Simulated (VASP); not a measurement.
# Pt (Im-3m) in VASP: further runs

The runs below take Pt through single point, with LDA.

Everything below comes from runs of VASP 6.6.1. Logs are shortened: lines on timing, memory, paths and dates and some standing lists are left out, and cuts for length are marked.

## Step 1: Starting point

It takes space group Im-3m (No. 229, cubic). Conventional cell: a = 3.103 Å, b = 3.103 Å, c = 3.103 Å, α = 90.00°, β = 90.00°, γ = 90.00°. Pt (site symmetry m-3m) is surrounded by 8 Pt at 2.69 Å.

This isn't the form of Pt at room conditions, which is fcc.

## Step 2: Single point, LDA

File INCAR:

```
PREC = Accurate ; ENCUT = 520
EDIFF = 1E-7 ; ISMEAR = -1
SIGMA = 0.1 ; LREAL = F
LASPH = T ; NELM = 60
ALGO = Fast ; ISIF = 2
LWAVE = F ; LCHARG = T
GGA = CA ; LELF = T
LVHAR = T ; NBANDS = 11
```

File KPOINTS:

```
Automatic mesh
0
Gamma
  23 23 23
```

File POSCAR:

```
Pt
1.0
   -1.5514802714      1.5514802714      1.5514802714
    1.5514802714     -1.5514802714      1.5514802714
    1.5514802714      1.5514802714     -1.5514802714
Pt
1
Direct
    0.0000000000      0.0000000000      0.0000000000
```

Potentials or basis: VASP PAW LDA potentials, release 64 (Pt).

On the command line:

```sh
> cat potpaw_LDA.64/Pt/POTCAR > POTCAR
> mpirun -np 1 vasp_std > vasp.out
```

OUTCAR:

```text
PREC = Accurate
   ENCUT = 520
   EDIFF = 1E-7
   ISMEAR = -1
   LREAL = F
   LASPH = T
   NELM = 60
   ISIF = 2
   GGA = CA

 ion  position               nearest neighbor table
   1  0.000  0.000  0.000-

  LATTYP: Found a body centered cubic cell.
 ALAT       =     3.1029605428

  Lattice vectors:

 A1 = (  -1.5514802714,   1.5514802714,   1.5514802714)
 A2 = (   1.5514802714,  -1.5514802714,   1.5514802714)
 A3 = (   1.5514802714,   1.5514802714,  -1.5514802714)

Analysis of symmetry for initial positions (statically):
=====================================================================
 Subroutine PRICEL returns:
 Original cell was already a primitive cell.

 Routine SETGRP: Setting up the symmetry group for a
 body centered cubic supercell.

 Subroutine GETGRP returns: Found 48 space group operations
 (whereof 48 operations were pure point group operations)
 out of a pool of 48 trial point group operations.

The static configuration has the point symmetry O_h .

Analysis of symmetry for dynamics (positions and initial velocities):
=====================================================================
 Subroutine PRICEL returns:
 Original cell was already a primitive cell.

 Routine SETGRP: Setting up the symmetry group for a
 body centered cubic supercell.

 Subroutine GETGRP returns: Found 48 space group operations
 (whereof 48 operations were pure point group operations)
 out of a pool of 48 trial point group operations.

The dynamic configuration has the point symmetry O_h .

 Subroutine INISYM returns: Found 48 space group operations
 (whereof 48 operations are pure point group operations),
 and found     1 'primitive' translations

----------------------------------------------------------------------------------------

                                     Primitive cell

  volume of cell :      14.9382

  direct lattice vectors                    reciprocal lattice vectors
    -1.551480271  1.551480271  1.551480271     0.000000000  0.322272870  0.322272870
     1.551480271 -1.551480271  1.551480271     0.322272870  0.000000000  0.322272870
     1.551480271  1.551480271 -1.551480271     0.322272870  0.322272870  0.000000000

  length of vectors
     2.687242657  2.687242657  2.687242657     0.455762664  0.455762664  0.455762664

  position of ions in fractional coordinates (direct lattice)
     0.000000000  0.000000000  0.000000000

  ion indices of the primitive-cell ions
   primitive index   ion index
                 1           1

----------------------------------------------------------------------------------------

 KPOINTS: Automatic mesh

Automatic generation of k-mesh.
 Grid dimensions read from file:
 generate k-points for:   23   23   23

 Generating k-lattice:

  Cartesian coordinates                     Fractional coordinates (reciprocal lattice)
     0.000000000  0.014011864  0.014011864     0.043478261  0.000000000  0.000000000
     0.014011864  0.000000000  0.014011864     0.000000000  0.043478261  0.000000000
     0.014011864  0.014011864  0.000000000     0.000000000  0.000000000  0.043478261

  Length of vectors
     0.019815768  0.019815768  0.019815768

  Shift w.r.t. Gamma in fractional coordinates (k-lattice)
     0.000000000  0.000000000  0.000000000

 Subroutine IBZKPT returns following result:
 ===========================================

 Found    364 irreducible k-points:

 Following reciprocal coordinates:
            Coordinates               Weight
  0.000000  0.000000  0.000000      1.000000
  0.043478  0.000000  0.000000     12.000000
  0.086957  0.000000  0.000000     12.000000
  0.130435  0.000000  0.000000     12.000000
  0.173913  0.000000  0.000000     12.000000
  0.217391  0.000000  0.000000     12.000000
[... 16 lines left out ...]
  0.478261  0.043478  0.000000     24.000000
  0.086957  0.086957  0.000000     24.000000
 [... further k-points ...]
   k-points           NKPTS =    364   k-points in BZ     NKDIM =    364   number of bands    NBANDS=     11
   number of dos      NEDOS =    301   number of ions     NIONS =      1
   total plane-waves  NPLWV =   8000
   dimension x,y,z NGX =    20 NGY =   20 NGZ =   20
   dimension x,y,z NGXF=    40 NGYF=   40 NGZF=   40
   ions per type =               1
   NGX,Y,Z   is equivalent  to a cutoff of  12.37, 12.37, 12.37 a.u.
   NGXF,Y,Z  is equivalent  to a cutoff of  24.75, 24.75, 24.75 a.u.
 SYSTEM =  unknown system
   PREC   = accura    normal or accurate (medium, high low for compatibility)
   ISTART =      0    job   : 0-new  1-cont  2-samecut
   ICHARG =      2    charge: 1-file 2-atom 10-const
   ISPIN  =      1    spin polarized calculation?
   LNONCOLLINEAR =      F non collinear calculations
   LSORBIT =      F    spin-orbit coupling
   LASPH  =      T    aspherical Exc in radial PAW
   ENCUT  =  520.0 eV  38.22 Ry    6.18 a.u.   5.00  5.00  5.00*2*pi/ulx,y,z
   NELM   =     60;   NELMIN=  2; NELMDL= -5     # of ELM steps
   EDIFF  = 0.1E-06   stopping-criterion for ELM
   LREAL  =      F    real-space projection
   EDIFFG = 0.1E-05   stopping-criterion for IOM
   NSW    =      0    number of steps for IOM
   IBRION =     -1    ionic relax: 0-MD 1-quasi-New 2-CG
   NFREE  =      0    steps in history (QN), initial steepest desc. (CG)
   ISIF   =      2    stress and relaxation
   ISYM   =      2    0-nonsym 1-usesym 2-fastsym
   POTIM  = 0.5000    time-step for ionic-motion
   TEBEG  =    0.0;   TEEND  =   0.0 temperature during run
   PSTRESS=    0.0 pullay stress
   NELECT =      10.0000    total number of electrons
   NUPDOWN=      -1.0000    fix difference up-down
   EMIN   =  10.00;   EMAX   =-10.00  energy-range for DOS
   EFERMI =   0.00;   METHOD = LEGACY
   ISMEAR =    -1;   SIGMA  =   0.10  broadening in eV -4-tet -1-fermi 0-gaus
   EFERMI_NEDOS =   21; number of points for ismear=-14 and -15
   IALGO  =     68    algorithm
   IMIX   =      4    mixing-type and parameters
     AMIX     =   0.40;   BMIX     =  1.00
     AMIX_MAG =   1.60;   BMIX_MAG =  1.00
  volume/ion in A,a.u.               =      14.94       100.81
  Fermi-wavevector in a.u.,A,eV,Ry     =   1.432106  2.706288 27.904574  2.050928
  Thomas-Fermi vector in A             =   2.551770
   LORBIT       =      0    0 simple, 1 ext, 2 COOP (PROOUT), +10 PAW based schemes
   GGA     = CA    functional components
   LHFCALC =     F    Hartree Fock is set to
   AEXX    =    0.0000 exact exchange contribution
   IVDW    =     0    specifies the selected vdW correction
   LEPSILON=     F    determine dielectric tensor
   LRPA    =     F    only Hartree local field effects (RPA)
 non-spin polarized calculation
 RMM-DIIS sequential band-by-band and
  energy-cutoff  :      520.00
  volume of cell :       14.94
 maximum number of plane-waves:       420
   NGX =  9   NGY =  9   NGZ =  9

 number of electron      10.0000000 magnetization

 Free energy of the ion-electron system (eV)
  ---------------------------------------------------
  ext. energy  EPLUGINS =         0.00000000
  ---------------------------------------------------
  free energy    TOTEN  =        -7.40644949 eV

  energy without entropy =       -7.37755648  energy(sigma->0) =       -7.39200298

 E-fermi :  11.1054     XC(G=0): -13.7377

 val. band max:       11.1030464435   @ k =  -0.4348  -0.4783   0.3478
 cond. band min:      11.1106711812   @ k =   0.4783   0.0435   0.0000
 fundamental gap:      0.0076247377
 Fermi energy:        11.1053750897

 k-point     1 :       0.0000    0.0000    0.0000
  band No.  band energies     occupation
      1       0.9826      2.00000
      2       7.2727      2.00000
      3       7.2727      2.00000
      4       7.2727      2.00000
      5      10.0257      1.99996
      6      10.0257      1.99996
      7      28.1326      0.00000
      8      28.1326      0.00000
      9      28.1326      0.00000
     10      38.9556      0.00000
     11      38.9565      0.00000

 k-point     2 :       0.0435    0.0000    0.0000
  band No.  band energies     occupation
      1       1.0644      2.00000
      2       7.2389      2.00000
      3       7.2727      2.00000
      4       7.3399      2.00000
      5       9.9796      1.99997
      6      10.0278      1.99996
      7      28.1781      0.00000
      8      28.2228      0.00000
      9      28.2561      0.00000
     10      37.5129      0.00000
     11      38.0834      0.00000

 k-point     3 :       0.0870    0.0000    0.0000
  band No.  band energies     occupation
      1       1.3056      2.00000
      2       7.1414      2.00000
      3       7.2693      2.00000
      4       7.5397      2.00000
      5       9.8589      1.99999
      6      10.0348      1.99996
      7      28.2846      0.00000
      8      28.4373      0.00000
      9      28.6212      0.00000
     10      36.0106      0.00000
     11      36.6581      0.00000

 k-point     4 :       0.1304    0.0000    0.0000
  band No.  band energies     occupation
      1       1.6922      2.00000
      2       6.9909      2.00000
      3       7.2557      2.00000
      4       7.8668      2.00000
      5       9.7097      2.00000
      6      10.0489      1.99995
      7      28.3519      0.00000
      8      28.5810      0.00000
      9      29.2127      0.00000
     10      34.8563      0.00000
     11      35.2392      0.00000

 k-point     5 :       0.1739    0.0000    0.0000
  band No.  band energies     occupation
      1       2.1954      2.00000
      2       6.8027      2.00000
      3       7.2343      2.00000
      4       8.3114      2.00000
      5       9.5879      2.00000
      6      10.0725      1.99993
      7      28.2126      0.00000
      8      28.2829      0.00000
      9      30.0070      0.00000
     10      34.2422      0.00000
     11      34.2872      0.00000
[... 211 lines left out ...]
 k-point    21 :       0.3913    0.0435    0.0000
  band No.  band energies     occupation
      1       4.0351      2.00000
      2       5.8287      2.00000
      3       9.3292      2.00000
      4       9.9932      1.99997
      5      10.5171      1.99444
      6      11.9617      0.00038
      7      19.5762      0.00000
      8      24.7951      0.00000
      9      28.0699      0.00000
     10      35.5384      0.00000
     11      36.0237      0.00000

 k-point    22 :       0.4348    0.0435    0.0000
  band No.  band energies     occupation
      1       4.0159      2.00000
      2       5.7557      2.00000
      3       9.7172      2.00000
      4      10.1062      1.99991
      5      10.8858      1.79974
      6      12.4414      0.00000
      7      18.3421      0.00000
      8      24.4834      0.00000
      9      27.4014      0.00000
     10      35.3907      0.00000
     11      36.6643      0.00000

 k-point    23 :       0.4783    0.0435    0.0000
  band No.  band energies     occupation
      1       4.0053      2.00000
      2       5.7310      2.00000
      3       9.8163      1.99999
      4      10.1312      1.99988
      5      11.1107      0.97353
      6      12.6420      0.00000
      7      17.8458      0.00000
      8      24.3775      0.00000
      9      27.1667      0.00000
     10      35.2982      0.00000
     11      36.9058      0.00000

 k-point    24 :       0.0870    0.0870    0.0000
  band No.  band energies     occupation
      1       1.9183      2.00000
      2       6.9909      2.00000
      3       7.1109      2.00000
      4       8.1141      2.00000
      5       9.6036      2.00000
      6      10.0925      1.99992
      7      28.3975      0.00000
      8      28.8510      0.00000
      9      29.1647      0.00000
     10      33.7278      0.00000
     11      35.5875      0.00000

 [... further k-points ...]

------------------------ aborting loop because EDIFF is reached ----------------------------------------

  FORCE on cell =-STRESS in cart. coord.  units (eV):
  Direction    XX          YY          ZZ          XY          YZ          ZX
  --------------------------------------------------------------------------------------
  -------------------------------------------------------------------------------------
  Total        0.0536677      0.0536677      0.0536677      0.0000000     -0.0000000      0.0000000
  in kB        5.7560529      5.7560529      5.7560529      0.0000000     -0.0000000      0.0000000
  external PRESSURE =       5.7560529 kB  Pullay stress =       0.0000000 kB

 VOLUME and BASIS-vectors are now :
 -----------------------------------------------------------------------------
  energy-cutoff  :      520.00
  volume of cell :       14.94
      direct lattice vectors                 reciprocal lattice vectors
    -1.551480271  1.551480271  1.551480271     0.000000000  0.322272870  0.322272870
     1.551480271 -1.551480271  1.551480271     0.322272870  0.000000000  0.322272870
     1.551480271  1.551480271 -1.551480271     0.322272870  0.322272870  0.000000000

 POSITION                                       TOTAL-FORCE (eV/Angst)
 -----------------------------------------------------------------------------------
      0.00000      0.00000      0.00000         0.000000      0.000000      0.000000
 -----------------------------------------------------------------------------------
    total drift:                                0.000000     -0.000000      0.000000

  FREE ENERGIE OF THE ION-ELECTRON SYSTEM (eV)
  ---------------------------------------------------
  free  energy   TOTEN  =        -7.4064494857 eV

  energy  without entropy=       -7.3775564830  energy(sigma->0) =       -7.39200298
```

Run time: 21 s. Hardware: 1 thread of Intel Xeon 6975P-C (Granite Rapids), shared host; peak memory 0.16 GiB.

Results:

```
Free energy            : -7.4064 eV
Pressure               : 0.6 GPa
Band gap on the k mesh : none (metal or under the smearing width)
```

Levels at points of the mesh, in eV from the Fermi level:
```tsv
k point	band 3	band 4	band 5	band 6	band 7	band 8
(0.00, 0.00, 0.00)	-3.83	-3.83	-1.08	-1.08	17.03	17.03
```

The run has no spin-orbit coupling, so splittings on Pt are missing.

## Step 3: Single point, LDA

This run uses another cell than the first one, of 15.54 Å³/atom, 1.040 times its volume.

File INCAR:

```
  PREC = Accurate
  ENCUT = 520
  EDIFF = 1E-7
  ISMEAR = -1
  SIGMA = 0.1
  LREAL = F
  LASPH = T
  NELM = 80
  ALGO = Normal
  ISIF = 2
  LWAVE = F
  LCHARG = F
  GGA = CA
  NBANDS = 11
```

File KPOINTS:

```
Automatic mesh
0
Gamma
  16 16 16
```

File POSCAR:

```
Pt
1.0
   -1.5718968268      1.5718968268      1.5718968268
    1.5718968268     -1.5718968268      1.5718968268
    1.5718968268      1.5718968268     -1.5718968268
Pt
1
Direct
    0.0000000000      0.0000000000      0.0000000000
```

Potentials or basis: VASP PAW LDA potentials, release 64 (Pt).

On the command line:

```sh
> cat potpaw_LDA.64/Pt/POTCAR > POTCAR
> mpirun -np 1 vasp_std > vasp.out
```

It took 6.8 s on 1 thread of Intel Xeon 6975P-C (Granite Rapids), shared host; peak memory 0.13 GiB.

Results (log left out):

```
Free energy            : -7.3818 eV
Pressure               : -9.7 GPa
Band gap on the k mesh : none (metal or under the smearing width)
```

Levels at points of the mesh, in eV from the Fermi level:
```tsv
k point	band 2	band 3	band 4	band 5	band 6	band 7	band 8	band 9
(0.00, 0.00, 0.00)	-3.62	-3.62	-3.62	-1.02	-1.02	17.04	17.04	17.04
(0.50, 0.00, 0.00)	-5.08	-1.22	-0.68	0.18	1.06	6.41	13.22	15.89
(0.50, 0.50, 0.50)	-6.26	0.52	0.52	0.52	7.64	7.64	7.64	12.96
```

The run has no spin-orbit coupling, so splittings on Pt are missing.

## Step 4: Single point, LDA

This run uses another cell than the first one, of 14.34 Å³/atom, 0.960 times its volume.

File INCAR:

```
PREC = Accurate
ENCUT = 520
EDIFF = 1E-6
ISMEAR = -1
SIGMA = 0.1
LREAL = False
LASPH = True
NELM = 80
ALGO = Normal
ISIF = 2
LWAVE = False
LCHARG = False
NBANDS = 11
```

KPOINTS is that of step 3.

File POSCAR:

```
Pt
1.0
   -1.5305117514      1.5305117514      1.5305117514
    1.5305117514     -1.5305117514      1.5305117514
    1.5305117514      1.5305117514     -1.5305117514
Pt
1
Direct
    0.0000000000      0.0000000000      0.0000000000
```

On the command line:

```sh
> cat potpaw_LDA.64/Pt/POTCAR > POTCAR
> mpirun -np 1 vasp_std > vasp.out
```

Run time: 6.6 s. Hardware: 1 thread of Intel Xeon 6975P-C (Granite Rapids), shared host; peak memory 0.13 GiB.

It converged, with:

| Item | Value |
| --- | --- |
| Free energy | -7.3714 eV |
| Pressure | 14.3 GPa |
| Band gap on the k mesh | none (metal or under the smearing width) |

Levels at points of the mesh, in eV from the Fermi level:
| k point | band 3 | band 4 | band 5 | band 6 | band 7 | band 8 |
| --- | --- | --- | --- | --- | --- | --- |
| (0.00, 0.00, 0.00) | -4.09 | -4.09 | -1.17 | -1.17 | 16.97 | 16.97 |
| (0.50, 0.00, 0.00) | -1.37 | -0.76 | -0.07 | 1.25 | 7.15 | 13.19 |
| (0.50, 0.50, 0.50) | 0.62 | 0.62 | 0.62 | 7.83 | 7.83 | 7.83 |

## Step 5: Summary

| cell | k mesh | gap on the mesh (eV) | pressure (GPa) |
| --- | --- | --- | --- |
| Im-3m, 14.94 Å³/atom | 23 × 23 × 23 | none | 0.6 |
| Im-3m, 15.54 Å³/atom | 16 × 16 × 16 | none | -9.7 |
| Im-3m, 14.34 Å³/atom | 16 × 16 × 16 | none | 14.3 |

Alike in all rows: task single point; level LDA; potentials or basis VASP PAW LDA potentials, release 64 (Pt); no spin polarisation; cutoff (eV) 520; smearing fermi-dirac 0.1 eV.

Every run on the cell as given and a fine mesh finds a metal.

Total energies depend on the potentials used, so only differences within one code and one set of settings carry meaning.
